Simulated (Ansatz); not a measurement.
# C: the cost of one run

Computed with Ansatz 0.2.0 (DFT PBE, scalar-relativistic, unless a step's input says otherwise).

## 1. The structure to begin with

It takes space group Fd-3m (No. 227, cubic). The conventional cell has a = 3.567 Å, b = 3.567 Å, c = 3.567 Å, α = 90.00°, β = 90.00°, γ = 90.00°. Around C (site symmetry -43m) lie 4 C at 1.54 Å.

Structure file:

```cif
data_structure
_symmetry_space_group_name_H-M 'P 1'
_symmetry_Int_Tables_number 1
_cell_length_a 2.5221
_cell_length_b 2.5221
_cell_length_c 2.5221
_cell_angle_alpha 60.000
_cell_angle_beta 60.000
_cell_angle_gamma 60.000
_cell_volume 11.34
loop_
_atom_site_label
_atom_site_type_symbol
_atom_site_fract_x
_atom_site_fract_y
_atom_site_fract_z
_atom_site_occupancy
C1 C 0.50000 0.50000 0.50000 1
C2 C 0.75000 0.75000 0.75000 1
```

Atoms are numbered in the order of the input: C1, C2.

## 2. After the deformation

Space group Fd-3m before, R-3m after.

## 3. Full-potential LAPW

The input, input.yaml:

```yaml
crystal:
  lattice:
    - [-0.017834, 1.774483, 1.774483]
    - [1.774483, -0.017834, 1.774483]
    - [1.774483, 1.774483, -0.017834]
  atoms:
    - { symbol: C, position: [0.5, 0.5, 0.5] }
    - { symbol: C, position: [0.75, 0.75, 0.75] }
kpoints:
  mp_grid: { grid: [20, 20, 20] }
  band_path:
    path:
      - [0.0, 0.0, 0.0]
      - [0.5, 0.5, 0.5]
      - [0.2525443832, 0.5, 0.7474556168]
      - [-0.2525443832, 0.2525443832, 0.5]
      - [0.0, 0.0, 0.5]
      - [0.0, 0.0, 0.0]
      - [-0.3762721916, 0.0, 0.3762721916]
      - [0.0, 0.3762721916, 0.6237278084]
      - [0.0, 0.5, 0.5]
    npoints: 5
scf:
  occupations: { method: fermi_dirac, width: 0.08 }
hamiltonian:
  xc: pbe
  pseudopotentials: { kind: all_electron, lapw: { basis_error: 0.0005 } }
output:
  forces: true
  stress: true
  eigenvalues: true
```

On the command line:

```bash
> ansatz run input.yaml --threads 1 --pin off --max-ram 3072MiB --backend cpu --events-out ev --progress --plain --runs-dir out
```

Q: Estimate wall time and peak memory on 1 thread of Intel Xeon 6975P-C (Granite Rapids), shared host.

About 25 s, with a peak of 0.8 GiB.
